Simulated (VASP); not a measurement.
# As (Pm-3m) in VASP: a series of runs

One crystal, As, is run at these levels: PBE; tasks: single point.

Program: VASP 6.6.1. These are calculated values, not measurements. Logs are shortened: lines on timing, memory, paths and dates and some standing lists are left out, and cuts for length are marked.

## (1) The undisturbed crystal

It takes space group Pm-3m (No. 221, cubic). The conventional cell has a = 2.704 Å, b = 2.704 Å, c = 2.704 Å, α = 90.00°, β = 90.00°, γ = 90.00°. As (site symmetry m-3m) has 6 As at 2.70 Å as nearest neighbours.

This isn't the form of As at room conditions, which is rhombohedral.

## (2) Single point, PBE (strained and moved within the space group)

INCAR

```
SYSTEM = As
PREC     = Accurate       ! precision mode
ENCUT    = 520            ! plane-wave cutoff, eV
EDIFF    = 1E-6           ! SCF threshold, eV
ISMEAR   = 0              ! smearing method
SIGMA    = 0.1            ! smearing width, eV
LREAL    = .False.        ! projectors in reciprocal space
LASPH    = .True.         ! aspherical terms in the spheres
NELM     = 60             ! most SCF steps
ALGO     = Normal         ! electronic algorithm
ISIF     = 2              ! what is computed and relaxed
LWAVE    = .False.        ! write WAVECAR
LCHARG   = .True.         ! write CHGCAR
GGA      = PE             ! functional
LELF     = .True.         ! ELF
LVHAR    = .True.       
NBANDS   = 8              ! bands
```

KPOINTS

```
Automatic mesh
0
Gamma
  16 16 16
  0 0 0
```

POSCAR

```
As
1.0
    2.7271226651      0.0000000000      0.0000000000
    0.0000000000      2.7271226651      0.0000000000
    0.0000000000      0.0000000000      2.7271226651
As
1
Direct
    0.5000000000      0.5000000000      0.5000000000
```

Potentials or basis: VASP PAW PBE potentials, release 64 (As).

Launch:

```bash
$ cat potpaw_PBE.64/As/POTCAR > POTCAR
$ mpirun -np 1 vasp_std > vasp.out
```

OUTCAR:

```text
SYSTEM = As
   PREC = Accurate
   ENCUT = 520
   EDIFF = 1E-6
   ISMEAR = 0
   LREAL = .False.
   LASPH = .True.
   NELM = 60
   ISIF = 2
   GGA = PE

 ion  position               nearest neighbor table
   1  0.500  0.500  0.500-

  LATTYP: Found a simple cubic cell.
 ALAT       =     2.7271226651

  Lattice vectors:

 A1 = (   2.7271226651,   0.0000000000,   0.0000000000)
 A2 = (   0.0000000000,   2.7271226651,   0.0000000000)
 A3 = (   0.0000000000,   0.0000000000,   2.7271226651)

Analysis of symmetry for initial positions (statically):
=====================================================================
 Subroutine PRICEL returns:
 Original cell was already a primitive cell.

 Routine SETGRP: Setting up the symmetry group for a
 simple cubic supercell.

 Subroutine GETGRP returns: Found 48 space group operations
 (whereof 48 operations were pure point group operations)
 out of a pool of 48 trial point group operations.

The static configuration has the point symmetry O_h .

Analysis of symmetry for dynamics (positions and initial velocities):
=====================================================================
 Subroutine PRICEL returns:
 Original cell was already a primitive cell.

 Routine SETGRP: Setting up the symmetry group for a
 simple cubic supercell.

 Subroutine GETGRP returns: Found 48 space group operations
 (whereof 48 operations were pure point group operations)
 out of a pool of 48 trial point group operations.

The dynamic configuration has the point symmetry O_h .

 Subroutine INISYM returns: Found 48 space group operations
 (whereof 48 operations are pure point group operations),
 and found     1 'primitive' translations

----------------------------------------------------------------------------------------

                                     Primitive cell

  volume of cell :      20.2822

  direct lattice vectors                    reciprocal lattice vectors
     2.727122665  0.000000000  0.000000000     0.366686843  0.000000000  0.000000000
     0.000000000  2.727122665  0.000000000     0.000000000  0.366686843  0.000000000
     0.000000000  0.000000000  2.727122665     0.000000000  0.000000000  0.366686843

  length of vectors
     2.727122665  2.727122665  2.727122665     0.366686843  0.366686843  0.366686843

  position of ions in fractional coordinates (direct lattice)
     0.500000000  0.500000000  0.500000000

  ion indices of the primitive-cell ions
   primitive index   ion index
                 1           1

----------------------------------------------------------------------------------------

 KPOINTS: Automatic mesh

Automatic generation of k-mesh.
 Grid dimensions read from file:
 generate k-points for:   16   16   16

 Generating k-lattice:

  Cartesian coordinates                     Fractional coordinates (reciprocal lattice)
     0.022917928  0.000000000  0.000000000     0.062500000  0.000000000  0.000000000
     0.000000000  0.022917928  0.000000000     0.000000000  0.062500000  0.000000000
     0.000000000  0.000000000  0.022917928     0.000000000  0.000000000  0.062500000

  Length of vectors
     0.022917928  0.022917928  0.022917928

  Shift w.r.t. Gamma in fractional coordinates (k-lattice)
     0.000000000  0.000000000  0.000000000

 Subroutine IBZKPT returns following result:
 ===========================================

 Found    165 irreducible k-points:

 Following reciprocal coordinates:
            Coordinates               Weight
  0.000000  0.000000  0.000000      1.000000
  0.062500  0.000000  0.000000      6.000000
  0.125000  0.000000  0.000000      6.000000
  0.187500  0.000000  0.000000      6.000000
  0.250000  0.000000  0.000000      6.000000
  0.312500  0.000000  0.000000      6.000000
[... 16 lines left out ...]
  0.437500  0.125000  0.000000     24.000000
  0.500000  0.125000  0.000000     12.000000
 [... further k-points ...]
   k-points           NKPTS =    165   k-points in BZ     NKDIM =    165   number of bands    NBANDS=      8
   number of dos      NEDOS =    301   number of ions     NIONS =      1
   total plane-waves  NPLWV =   8000
   dimension x,y,z NGX =    20 NGY =   20 NGZ =   20
   dimension x,y,z NGXF=    40 NGYF=   40 NGZF=   40
   ions per type =               1
   NGX,Y,Z   is equivalent  to a cutoff of  12.19, 12.19, 12.19 a.u.
   NGXF,Y,Z  is equivalent  to a cutoff of  24.38, 24.38, 24.38 a.u.
 SYSTEM =  As
   PREC   = accura    normal or accurate (medium, high low for compatibility)
   ISTART =      0    job   : 0-new  1-cont  2-samecut
   ICHARG =      2    charge: 1-file 2-atom 10-const
   ISPIN  =      1    spin polarized calculation?
   LNONCOLLINEAR =      F non collinear calculations
   LSORBIT =      F    spin-orbit coupling
   LASPH  =      T    aspherical Exc in radial PAW
   ENCUT  =  520.0 eV  38.22 Ry    6.18 a.u.   5.07  5.07  5.07*2*pi/ulx,y,z
   NELM   =     60;   NELMIN=  2; NELMDL= -5     # of ELM steps
   EDIFF  = 0.1E-05   stopping-criterion for ELM
   LREAL  =      F    real-space projection
   EDIFFG = 0.1E-04   stopping-criterion for IOM
   NSW    =      0    number of steps for IOM
   IBRION =     -1    ionic relax: 0-MD 1-quasi-New 2-CG
   NFREE  =      0    steps in history (QN), initial steepest desc. (CG)
   ISIF   =      2    stress and relaxation
   ISYM   =      2    0-nonsym 1-usesym 2-fastsym
   POTIM  = 0.5000    time-step for ionic-motion
   TEBEG  =    0.0;   TEEND  =   0.0 temperature during run
   PSTRESS=    0.0 pullay stress
   NELECT =       5.0000    total number of electrons
   NUPDOWN=      -1.0000    fix difference up-down
   EMIN   =  10.00;   EMAX   =-10.00  energy-range for DOS
   EFERMI =   0.00;   METHOD = LEGACY
   ISMEAR =     0;   SIGMA  =   0.10  broadening in eV -4-tet -1-fermi 0-gaus
   EFERMI_NEDOS =   21; number of points for ismear=-14 and -15
   IALGO  =     38    algorithm
   IMIX   =      4    mixing-type and parameters
     AMIX     =   0.40;   BMIX     =  1.00
     AMIX_MAG =   1.60;   BMIX_MAG =  1.00
  volume/ion in A,a.u.               =      20.28       136.87
  Fermi-wavevector in a.u.,A,eV,Ry     =   1.026503  1.939809 14.336569  1.053708
  Thomas-Fermi vector in A             =   2.160399
   LORBIT       =      0    0 simple, 1 ext, 2 COOP (PROOUT), +10 PAW based schemes
   GGA     = PE    functional components
   LHFCALC =     F    Hartree Fock is set to
   AEXX    =    0.0000 exact exchange contribution
   IVDW    =     0    specifies the selected vdW correction
   LEPSILON=     F    determine dielectric tensor
   LRPA    =     F    only Hartree local field effects (RPA)
 non-spin polarized calculation
 Gauss-broadening in eV      SIGMA  =   0.10
  energy-cutoff  :      520.00
  volume of cell :       20.28
 maximum number of plane-waves:       560
   NGX = 11   NGY = 11   NGZ = 11

 number of electron       5.0000001 magnetization

 Free energy of the ion-electron system (eV)
  ---------------------------------------------------
  ext. energy  EPLUGINS =         0.00000000
  ---------------------------------------------------
  free energy    TOTEN  =        -4.55907874 eV

  energy without entropy =       -4.55780323  energy(sigma->0) =       -4.55844098

 E-fermi :   5.6616     XC(G=0): -10.3223

 val. band max:        5.5970001235   @ k =   0.3750   0.2500   0.1250
 cond. band min:       5.6832438897   @ k =   0.1875   0.1875   0.1250
 fundamental gap:      0.0862437662
 Fermi energy:         5.6615710078

 k-point     1 :       0.0000    0.0000    0.0000
  band No.  band energies     occupation
      1      -9.1091      2.00000
      2       9.6956      0.00000
      3       9.6956      0.00000
      4       9.6956      0.00000
      5      14.1150      0.00000
      6      14.1150      0.00000
      7      15.9706      0.00000
      8      30.2233      0.00000

 k-point     2 :       0.0625    0.0000    0.0000
  band No.  band energies     occupation
      1      -9.0389      2.00000
      2       8.7551      0.00000
      3       9.7572      0.00000
      4       9.7572      0.00000
      5      14.1782      0.00000
      6      14.8023      0.00000
      7      16.4129      0.00000
      8      29.0074      0.00000

 k-point     3 :       0.1250    0.0000    0.0000
  band No.  band energies     occupation
      1      -8.8297      2.00000
      2       6.9692      0.00000
      3       9.9387      0.00000
      4       9.9387      0.00000
      5      14.3663      0.00000
      6      15.4726      0.00000
      7      18.0827      0.00000
      8      27.1755      0.00000

 k-point     4 :       0.1875    0.0000    0.0000
  band No.  band energies     occupation
      1      -8.4865      2.00000
      2       5.0858      2.00000
      3      10.2291      0.00000
      4      10.2291      0.00000
      5      14.6735      0.00000
      6      15.9364      0.00000
      7      20.3541      0.00000
      8      25.4015      0.00000

 k-point     5 :       0.2500    0.0000    0.0000
  band No.  band energies     occupation
      1      -8.0204      2.00000
      2       3.2935      2.00000
      3      10.6073      0.00000
      4      10.6073      0.00000
      5      15.0874      0.00000
      6      16.4662      0.00000
      7      22.4484      0.00000
      8      23.7855      0.00000

 k-point     6 :       0.3125    0.0000    0.0000
  band No.  band energies     occupation
      1      -7.4553      2.00000
      2       1.6708      2.00000
      3      11.0365      0.00000
      4      11.0365      0.00000
      5      15.5824      0.00000
      6      17.1154      0.00000
      7      22.3849      0.00000
      8      22.3849      0.00000

 k-point     7 :       0.3750    0.0000    0.0000
  band No.  band energies     occupation
      1      -6.8447      2.00000
      2       0.2940      2.00000
      3      11.4560      0.00000
      4      11.4560      0.00000
      5      16.1051      0.00000
      6      17.8945      0.00000
      7      21.2682      0.00000
      8      21.2682      0.00000
[... 133 lines left out ...]
 k-point    20 :       0.2500    0.1250    0.0000
  band No.  band energies     occupation
      1      -7.7408      2.00000
      2       3.5523      2.00000
      3       7.9714      0.00000
      4      10.8478      0.00000
      5      15.9524      0.00000
      6      18.4418      0.00000
      7      20.6110      0.00000
      8      23.4393      0.00000

 k-point    21 :       0.3125    0.1250    0.0000
  band No.  band energies     occupation
      1      -7.1756      2.00000
      2       1.9336      2.00000
      3       8.4497      0.00000
      4      11.2754      0.00000
      5      16.4617      0.00000
      6      17.9719      0.00000
      7      20.3959      0.00000
      8      22.6259      0.00000

 k-point    22 :       0.3750    0.1250    0.0000
  band No.  band energies     occupation
      1      -6.5645      2.00000
      2       0.5585      2.00000
      3       8.9372      0.00000
      4      11.6930      0.00000
      5      16.6953      0.00000
      6      17.4730      0.00000
      7      20.6743      0.00000
      8      21.5155      0.00000

 k-point    23 :       0.4375    0.1250    0.0000
  band No.  band energies     occupation
      1      -6.0299      2.00000
      2      -0.4385      2.00000
      3       9.3280      0.00000
      4      12.0116      0.00000
      5      16.1847      0.00000
      6      17.8366      0.00000
      7      20.7797      0.00000
      8      21.0163      0.00000

 k-point    24 :       0.5000    0.1250    0.0000
  band No.  band energies     occupation
      1      -5.7992      2.00000
      2      -0.8239      2.00000
      3       9.4833      0.00000
      4      12.1333      0.00000
      5      15.9350      0.00000
      6      18.0751      0.00000
      7      20.5187      0.00000
      8      21.1136      0.00000

 [... further k-points ...]

------------------------ aborting loop because EDIFF is reached ----------------------------------------

  FORCE on cell =-STRESS in cart. coord.  units (eV):
  Direction    XX          YY          ZZ          XY          YZ          ZX
  --------------------------------------------------------------------------------------
  -------------------------------------------------------------------------------------
  Total        0.0310984      0.0310984      0.0310984      0.0000000      0.0000000     -0.0000000
  in kB        2.4566020      2.4566020      2.4566020      0.0000000      0.0000000     -0.0000000
  external PRESSURE =       2.4566020 kB  Pullay stress =       0.0000000 kB

 VOLUME and BASIS-vectors are now :
 -----------------------------------------------------------------------------
  energy-cutoff  :      520.00
  volume of cell :       20.28
      direct lattice vectors                 reciprocal lattice vectors
     2.727122665  0.000000000  0.000000000     0.366686843  0.000000000  0.000000000
     0.000000000  2.727122665  0.000000000     0.000000000  0.366686843  0.000000000
     0.000000000  0.000000000  2.727122665     0.000000000  0.000000000  0.366686843

 POSITION                                       TOTAL-FORCE (eV/Angst)
 -----------------------------------------------------------------------------------
      1.36356      1.36356      1.36356         0.000000      0.000000      0.000000
 -----------------------------------------------------------------------------------
    total drift:                                0.000000      0.000000      0.000000

  FREE ENERGIE OF THE ION-ELECTRON SYSTEM (eV)
  ---------------------------------------------------
  free  energy   TOTEN  =        -4.5590787359 eV

  energy  without entropy=       -4.5578032340  energy(sigma->0) =       -4.55844098
```

Wall time 18 s (1 thread of AMD EPYC 7R43 (Zen 3), shared host); peak memory 0.1 GiB.

What came out:

```
Free energy            : -4.5591 eV
Pressure               : 0.2 GPa
Band gap on the k mesh : none (metal or under the smearing width)
```

## (3) Single point, PBE (As replaced by P, lengths x 0.939, strained and moved within the space group)

INCAR

```
  PREC = Accurate
  ENCUT = 520
  EDIFF = 1E-6
  ISMEAR = 0
  SIGMA = 0.1
  LREAL = F
  LASPH = T
  NELM = 80
  ALGO = Normal
  ISIF = 2
  LWAVE = F
  LCHARG = F
  GGA = PE
  NBANDS = 8
```

KPOINTS

```
Automatic mesh
0
Gamma
  6 6 6
```

POSCAR

```
P
1.0
    2.6662388876      0.0000000000      0.0000000000
    0.0000000000      2.6662388876      0.0000000000
    0.0000000000      0.0000000000      2.6662388876
P
1
Direct
    0.5000000000      0.5000000000      0.5000000000
```

Potentials or basis: VASP PAW PBE potentials, release 64 (P).

Launch:

```bash
$ cat potpaw_PBE.64/P/POTCAR > POTCAR
$ mpirun -np 1 vasp_std > vasp.out
```

OUTCAR:

```text
PREC = Accurate
   ENCUT = 520
   EDIFF = 1E-6
   ISMEAR = 0
   LREAL = F
   LASPH = T
   NELM = 80
   ISIF = 2
   GGA = PE

 ion  position               nearest neighbor table
   1  0.500  0.500  0.500-

  LATTYP: Found a simple cubic cell.
 ALAT       =     2.6662388876

  Lattice vectors:

 A1 = (   2.6662388876,   0.0000000000,   0.0000000000)
 A2 = (   0.0000000000,   2.6662388876,   0.0000000000)
 A3 = (   0.0000000000,   0.0000000000,   2.6662388876)

[... 393 lines left out ...]
      7      11.7026      0.00000
      8      17.1918      0.00000

------------------------ aborting loop because EDIFF is reached ----------------------------------------

  FORCE on cell =-STRESS in cart. coord.  units (eV):
  Direction    XX          YY          ZZ          XY          YZ          ZX
  --------------------------------------------------------------------------------------
  -------------------------------------------------------------------------------------
  Total       -1.8611442     -1.8611442     -1.8611442      0.0000000      0.0000000      0.0000000
  in kB     -157.3234390   -157.3234390   -157.3234390      0.0000000      0.0000000      0.0000000
  external PRESSURE =    -157.3234390 kB  Pullay stress =       0.0000000 kB

 VOLUME and BASIS-vectors are now :
 -----------------------------------------------------------------------------
  energy-cutoff  :      520.00
  volume of cell :       18.95
      direct lattice vectors                 reciprocal lattice vectors
     2.666238888  0.000000000  0.000000000     0.375060166  0.000000000  0.000000000
     0.000000000  2.666238888  0.000000000     0.000000000  0.375060166  0.000000000
     0.000000000  0.000000000  2.666238888     0.000000000  0.000000000  0.375060166

 POSITION                                       TOTAL-FORCE (eV/Angst)
 -----------------------------------------------------------------------------------
      1.33312      1.33312      1.33312         0.000000      0.000000      0.000000
 -----------------------------------------------------------------------------------
    total drift:                                0.000000      0.000000      0.000000

  FREE ENERGIE OF THE ION-ELECTRON SYSTEM (eV)
  ---------------------------------------------------
  free  energy   TOTEN  =        -5.0215981493 eV

  energy  without entropy=       -5.0213893861  energy(sigma->0) =       -5.02149377
```

Run time: 3.5 s. Hardware: 1 thread of AMD EPYC 7R43 (Zen 3), shared host; peak memory 0.08 GiB.

Results:

* Free energy: -5.0216 eV
* Pressure: -15.7 GPa
* Band gap on the k mesh: none (metal or under the smearing width)

Caveat: the k mesh is coarse (spacing up to 0.39 Å⁻¹), so the values aren't converged; so large a pressure means that the cell lies far from this level's equilibrium, or that cutoff or potentials fall short.

## (4) Single point, PBE (strained and moved within the space group)

INCAR

```
SYSTEM = As
  PREC = Accurate
  ENCUT = 520
  EDIFF = 1E-6
  ISMEAR = 0
  SIGMA = 0.1
  LREAL = .False.
  LASPH = .True.
  NELM = 60
  ALGO = Normal
  ISIF = 2
  LWAVE = .False.
  LCHARG = .False.
  GGA = PE
  NBANDS = 8
```

KPOINTS

```
Automatic mesh
0
Gamma
  16 16 16
  0 0 0
```

POSCAR

```
As
1.0
    2.6510951345      0.0000000000      0.0000000000
    0.0000000000      2.6510951345      0.0000000000
    0.0000000000      0.0000000000      2.6510951345
As
1
Direct
    0.5000000000      0.5000000000      0.5000000000
```

Potentials or basis: VASP PAW PBE potentials, release 64 (As).

Launch:

```bash
$ cat potpaw_PBE.64/As/POTCAR > POTCAR
$ mpirun -np 1 vasp_std > vasp.out
```

Run time: 20 s. Hardware: 1 thread of AMD EPYC 7R43 (Zen 3), shared host; peak memory 0.1 GiB.

Results (log left out):

| Quantity | Value |
| --- | --- |
| Free energy | -4.5165 eV |
| Pressure | 8.6 GPa |
| Band gap on the k mesh | none (metal or under the smearing width) |

Levels at points of the mesh, in eV from the Fermi level:
| k point | band 1 | band 2 | band 3 | band 4 | band 5 | band 6 | band 7 | band 8 |
| --- | --- | --- | --- | --- | --- | --- | --- | --- |
| (0.00, 0.00, 0.00) | -15.55 | 4.37 | 4.37 | 4.37 | 8.53 | 8.53 | 11.06 | 25.66 |
| (0.50, 0.00, 0.00) | -12.14 | -7.44 | 6.89 | 6.89 | 11.35 | 14.46 | 15.01 | 15.01 |
| (0.50, 0.50, 0.00) | -8.54 | -4.59 | -4.59 | 2.22 | 9.29 | 17.15 | 17.86 | 17.86 |
| (0.50, 0.50, 0.50) | -4.49 | -1.96 | -1.96 | -1.96 | 5.82 | 5.82 | 5.82 | 9.45 |

(Continued in part 2 of 2.)
